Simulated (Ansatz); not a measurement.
Structure types of Fe were relaxed at one common pressure (all-electron LAPW in Ansatz 0.2.0 under PBE, scalar-relativistic, ferromagnetic start, zero temperature). They take these volumes:

```tsv
type	space group	V (Å³/atom)
bcc	Im-3m	6.80
hcp	P6_3/mmc	6.66
simple hexagonal	P6/mmm	6.88
sc	Pm-3m	7.02
beta tin	I4_1/amd	6.96
```

Q: At about which pressure, and is the densest type also the lowest in enthalpy?

A: 320 GPa. The densest is hcp, and it is also the lowest in enthalpy among these.
